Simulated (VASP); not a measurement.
# SnSe2 (P-3m1) in VASP: notebook

The runs below take SnSe2 through single point, with LDA.

Everything below comes from runs of VASP 6.6.1. Logs are shortened: lines on timing, memory, paths and dates and some standing lists are left out, and cuts for length are marked.

## 1. The crystal as given

It takes space group P-3m1 (No. 164, trigonal). Conventional cell: a = 3.811 Å, b = 3.811 Å, c = 6.136 Å, α = 90.00°, β = 90.00°, γ = 120.00°. Sn (site symmetry -3m) is surrounded by 6 Se at 2.68 Å. Se (site symmetry 3m) has 3 Sn at 2.68 Å as nearest neighbours.

## 2. Single point, LDA

Input file INCAR:

```
SYSTEM = SnSe2
PREC     = Accurate       ! precision mode
ENCUT    = 400            ! plane-wave cutoff, eV
EDIFF    = 1E-7           ! SCF threshold, eV
ISMEAR   = 0              ! smearing method
SIGMA    = 0.05           ! smearing width, eV
LREAL    = .False.        ! projectors in reciprocal space
LASPH    = .True.         ! aspherical terms in the spheres
NELM     = 100            ! most SCF steps
ALGO     = Normal         ! electronic algorithm
ISIF     = 2              ! what is computed and relaxed
LWAVE    = .False.        ! write WAVECAR
LCHARG   = .False.        ! write CHGCAR
NBANDS   = 20             ! bands
ADDGRID  = .False.
```

Input file KPOINTS:

```
regular mesh
0
Gamma
  4 4 2
  0 0 0
```

Input file POSCAR:

```
SnSe2
1.0
    3.8110000000      0.0000000000      0.0000000000
   -1.9055000000      3.3004228138      0.0000000000
    0.0000000000      0.0000000000      6.1360000000
Sn Se
1 2
Direct
    0.0255860000      0.0074750000      0.0043360000
    0.6613810000      0.3516810000      0.7467700000
    0.3595740000      0.6870860000      0.2661230000
```

Potentials or basis: VASP PAW LDA potentials, release 64 (Sn_d, Se).

On the command line:

```
> cat potpaw_LDA.64/Sn_d/POTCAR potpaw_LDA.64/Se/POTCAR > POTCAR
> mpirun -np 1 vasp_std > vasp.out
```

OUTCAR:

```text
SYSTEM = SnSe2
   PREC = Accurate
   ENCUT = 400
   EDIFF = 1E-7
   ISMEAR = 0
   LREAL = .False.
   LASPH = .True.
   NELM = 100
   ISIF = 2

 Found     20 irreducible k-points:

 Following reciprocal coordinates:
            Coordinates               Weight
  0.000000  0.000000  0.000000      1.000000
  0.250000 -0.000000  0.000000      2.000000
  0.000000  0.250000  0.000000      2.000000
 -0.250000  0.250000  0.000000      2.000000
  0.500000 -0.000000  0.000000      1.000000
  0.000000  0.500000  0.000000      1.000000
   k-points           NKPTS =     20   k-points in BZ     NKDIM =     20   number of bands    NBANDS=     20
   number of dos      NEDOS =    301   number of ions     NIONS =      3
   total plane-waves  NPLWV =  31360
   dimension x,y,z NGX =    28 NGY =   28 NGZ =   40
   dimension x,y,z NGXF=    56 NGYF=   56 NGZF=   80
   ions per type =               1   2
   NGX,Y,Z   is equivalent  to a cutoff of  12.21, 12.21, 10.84 a.u.
   NGXF,Y,Z  is equivalent  to a cutoff of  24.43, 24.43, 21.67 a.u.
 SYSTEM =  SnSe2
   PREC   = accura    normal or accurate (medium, high low for compatibility)
   ISTART =      0    job   : 0-new  1-cont  2-samecut
   ICHARG =      2    charge: 1-file 2-atom 10-const
   ISPIN  =      1    spin polarized calculation?
   LNONCOLLINEAR =      F non collinear calculations
   LSORBIT =      F    spin-orbit coupling
   LASPH  =      T    aspherical Exc in radial PAW
   ENCUT  =  400.0 eV  29.40 Ry    5.42 a.u.   6.21  6.21 10.01*2*pi/ulx,y,z
   NELM   =    100;   NELMIN=  2; NELMDL= -5     # of ELM steps
   EDIFF  = 0.1E-06   stopping-criterion for ELM
   LREAL  =      F    real-space projection
   EDIFFG = 0.1E-05   stopping-criterion for IOM
   NSW    =      0    number of steps for IOM
   IBRION =     -1    ionic relax: 0-MD 1-quasi-New 2-CG
   NFREE  =      0    steps in history (QN), initial steepest desc. (CG)
   ISIF   =      2    stress and relaxation
   ISYM   =      2    0-nonsym 1-usesym 2-fastsym
   POTIM  = 0.5000    time-step for ionic-motion
   TEBEG  =    0.0;   TEEND  =   0.0 temperature during run
   PSTRESS=    0.0 pullay stress
   NELECT =      26.0000    total number of electrons
   NUPDOWN=      -1.0000    fix difference up-down
   EMIN   =  10.00;   EMAX   =-10.00  energy-range for DOS
   EFERMI =   0.00;   METHOD = LEGACY
   ISMEAR =     0;   SIGMA  =   0.05  broadening in eV -4-tet -1-fermi 0-gaus
   EFERMI_NEDOS =   21; number of points for ismear=-14 and -15
   IALGO  =     38    algorithm
   IMIX   =      4    mixing-type and parameters
     AMIX     =   0.40;   BMIX     =  1.00
     AMIX_MAG =   1.60;   BMIX_MAG =  1.00
  volume/ion in A,a.u.               =      25.73       173.61
  Fermi-wavevector in a.u.,A,eV,Ry     =   1.139116  2.152617 17.654722  1.297585
  Thomas-Fermi vector in A             =   2.275820
   LORBIT       =      0    0 simple, 1 ext, 2 COOP (PROOUT), +10 PAW based schemes
   GGA     = CA    functional components
   LHFCALC =     F    Hartree Fock is set to
   AEXX    =    0.0000 exact exchange contribution
   IVDW    =     0    specifies the selected vdW correction
   LEPSILON=     F    determine dielectric tensor
   LRPA    =     F    only Hartree local field effects (RPA)
 non-spin polarized calculation
 Gauss-broadening in eV      SIGMA  =   0.05
  energy-cutoff  :      400.00
  volume of cell :       77.18
 maximum number of plane-waves:      1412
 NGX is ok and might be reduce to    28
   NGX = 13   NGY = 13   NGZ = 21

 number of electron      25.9999996 magnetization

 Free energy of the ion-electron system (eV)
  ---------------------------------------------------
  ext. energy  EPLUGINS =         0.00000000
  ---------------------------------------------------
  free energy    TOTEN  =       -13.63970030 eV

  energy without entropy =      -13.63970030  energy(sigma->0) =      -13.63970030

 E-fermi :   4.3690     XC(G=0):  -9.8202

 val. band max:        4.1304171767   @ k =   0.2500  -0.0000   0.0000
 cond. band min:       4.5993521974   @ k =   0.5000   0.5000   0.5000
 fundamental gap:      0.4689350207
 Fermi energy:         4.3689580281

 k-point     1 :       0.0000    0.0000    0.0000
  band No.  band energies     occupation
      1     -17.0581      2.00000
      2     -17.0540      2.00000
      3     -17.0196      2.00000
      4     -17.0062      2.00000
      5     -17.0049      2.00000
      6      -9.7415      2.00000
[... 12 lines left out ...]
     19      13.0742      0.00000
     20      13.2571      0.00000

 k-point     2 :       0.2500   -0.0000    0.0000
  band No.  band energies     occupation
      1     -17.0848      2.00000
      2     -17.0386      2.00000
      3     -17.0209      2.00000
      4     -17.0003      2.00000
      5     -16.9974      2.00000
      6      -9.1545      2.00000
[... 12 lines left out ...]
     19      12.1966      0.00000
     20      13.7730      0.00000

 k-point     3 :       0.0000    0.2500    0.0000
  band No.  band energies     occupation
      1     -17.0805      2.00000
      2     -17.0423      2.00000
      3     -17.0189      2.00000
      4     -17.0031      2.00000
      5     -16.9968      2.00000
      6      -9.1529      2.00000
[... 12 lines left out ...]
     19      12.2850      0.00000
     20      13.6467      0.00000

 k-point     4 :      -0.2500    0.2500    0.0000
  band No.  band energies     occupation
      1     -17.0798      2.00000
      2     -17.0417      2.00000
      3     -17.0181      2.00000
      4     -17.0041      2.00000
      5     -16.9975      2.00000
      6      -9.1560      2.00000
[... 12 lines left out ...]
     19      12.3495      0.00000
     20      13.5363      0.00000

 k-point     5 :       0.5000   -0.0000    0.0000
  band No.  band energies     occupation
      1     -17.1141      2.00000
      2     -17.0342      2.00000
      3     -17.0307      2.00000
      4     -16.9832      2.00000
      5     -16.9786      2.00000
      6      -8.1751      2.00000
[... 12 lines left out ...]
     19      13.9742      0.00000
     20      14.9510      0.00000

 k-point     6 :       0.0000    0.5000    0.0000
  band No.  band energies     occupation
      1     -17.1090      2.00000
      2     -17.0374      2.00000
      3     -17.0287      2.00000
      4     -16.9871      2.00000
      5     -16.9780      2.00000
      6      -8.1295      2.00000
[... 12 lines left out ...]
     19      13.9801      0.00000
     20      14.8365      0.00000

 [... further k-points ...]

------------------------ aborting loop because EDIFF is reached ----------------------------------------

  FORCE on cell =-STRESS in cart. coord.  units (eV):
  Direction    XX          YY          ZZ          XY          YZ          ZX
  --------------------------------------------------------------------------------------
  -------------------------------------------------------------------------------------
  Total       -0.0673365     -0.1026727     -1.0947740      0.0936314     -0.1081572     -0.5232889
  in kB       -1.3978709     -2.1314332    -22.7269502      1.9437399     -2.2452891    -10.8632120
  external PRESSURE =      -8.7520848 kB  Pullay stress =       0.0000000 kB

 VOLUME and BASIS-vectors are now :
 -----------------------------------------------------------------------------
  energy-cutoff  :      400.00
  volume of cell :       77.18
      direct lattice vectors                 reciprocal lattice vectors
     3.811000000  0.000000000  0.000000000     0.262398321  0.151495741  0.000000000
    -1.905500000  3.300422814  0.000000000     0.000000000  0.302991482  0.000000000
     0.000000000  0.000000000  6.136000000     0.000000000  0.000000000  0.162972621

 POSITION                                       TOTAL-FORCE (eV/Angst)
 -----------------------------------------------------------------------------------
      0.08326      0.02467      0.02661        -0.371906      0.110286      0.272561
      1.85039      1.16070      4.58218         0.410149     -0.019504      0.001699
      0.06109      2.26767      1.63293        -0.038244     -0.090782     -0.274260
 -----------------------------------------------------------------------------------
    total drift:                                0.000027      0.000035     -0.000659

  FREE ENERGIE OF THE ION-ELECTRON SYSTEM (eV)
  ---------------------------------------------------
  free  energy   TOTEN  =       -13.6397002998 eV

  energy  without entropy=      -13.6397002998  energy(sigma->0) =      -13.63970030
```

Run time: 10 s. Hardware: 1 thread of Intel Xeon 6975P-C (Granite Rapids), shared host; peak memory 0.15 GiB.

These settings aren't checked as converged: the numbers below hold their error.

Results:

- Free energy: -13.6397 eV
- Pressure: -0.9 GPa
- Largest force: 0.474 eV/Å
- Band gap on the k mesh: 0.47 eV, indirect (least direct gap 0.85 eV)

Caveat: the k mesh is coarse (spacing up to 0.51 Å⁻¹), so the values aren't converged; spin-orbit coupling is left out, which moves the levels of the heavy elements.

## 3. Single point, LDA

Edit INCAR of step 2 so:

```diff
@@ -2,3 +2,3 @@
 PREC     = Accurate       ! precision mode
-ENCUT    = 400            ! plane-wave cutoff, eV
+ENCUT    = 250            ! plane-wave cutoff, eV
 EDIFF    = 1E-7           ! SCF threshold, eV
```

Input file KPOINTS:

```
regular mesh
0
Gamma
  5 5 3
  0 0 0
```

Input file POSCAR:

```
SnSe2
1.0
    3.8110000000      0.0000000000      0.0000000000
   -1.9055000000      3.3004228138      0.0000000000
    0.0000000000      0.0000000000      6.1360000000
Sn Se
1 2
Direct
    0.0000000000      0.0000000000      0.0000000000
    0.6666666667      0.3333333333      0.7510000000
    0.3333333333      0.6666666667      0.2490000000
```

Potentials or basis: VASP PAW LDA potentials, release 64 (Sn_d, Se).

On the command line:

```
> cat potpaw_LDA.64/Sn_d/POTCAR potpaw_LDA.64/Se/POTCAR > POTCAR
> mpirun -np 1 vasp_std > vasp.out
```

It took 3.5 s on 1 thread of Intel Xeon 6975P-C (Granite Rapids), shared host; peak memory 0.12 GiB.

These settings aren't checked as converged: the numbers below hold their error.

Results:

```yaml
Free_energy: -13.7112 eV
Largest_force: 0.461 eV/Å
Band_gap_on_the_k_mesh: 0.66 eV, indirect (least direct gap 0.89 eV)
```

Caveat: the cutoff is under 1.25 times the usual one of these potentials, so pressure, stress and relaxed cells hold a basis-set (Pulay) error; spin-orbit coupling is left out, which moves the levels of the heavy elements; an odd mesh through Γ misses points on the zone boundary, where band edges often lie.
